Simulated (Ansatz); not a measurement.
Runs of Ansatz 0.2.0 on Ge. Symmetry: Fmmm, No. 69, orthorhombic system. Conventional cell: a = 5.261 Å, b = 5.771 Å, c = 10.231 Å, α = 90.00°, β = 90.00°, γ = 90.00°. Ge (site symmetry m2m) has 5 Ge at 2.61 to 2.73 Å as nearest neighbours. Ge (site symmetry mm2) has 6 Ge at 2.71 to 2.96 Å as nearest neighbours. This isn't the form of Ge at room conditions, which is diamond.

```tsv
share of exact exchange	gap on the mesh (eV)	pressure (GPa)	largest force (eV/Å)
0.2	none	-2.4	0.21
0.25	none	-3.0	0.23
0.1	none	-1.3	0.18
0.05	none	-0.7	0.18
0.3	none	(b)	0.25
0.4	none	-4.7	0.30
0.15	none	-1.8	0.19
0.5	none	(a)	0.34
```

Alike in all rows: task single point; level HSE06 form with a typed share of exact exchange; potentials or basis Ansatz PAW; no spin polarisation; cell as given; k mesh 4 × 4 × 4; cutoff (eV) 420; smearing fermi-dirac 0.05 eV; the mesh is coarse, so values aren't converged.

Task: Fill in the values left out.

Result: (a) -5.8; (b) -3.5.

Caveats: all runs use coarse meshes; the PAW data sets come from PBE, with cores solved anew for the run's functional, which leaves a small shift of forces and pressure; the thresholds are loose for stress.

A k mesh can miss the band edges, and the runs leave out spin-orbit coupling on Ge.

A gap of «none» marks a metal or a gap under the smearing width.
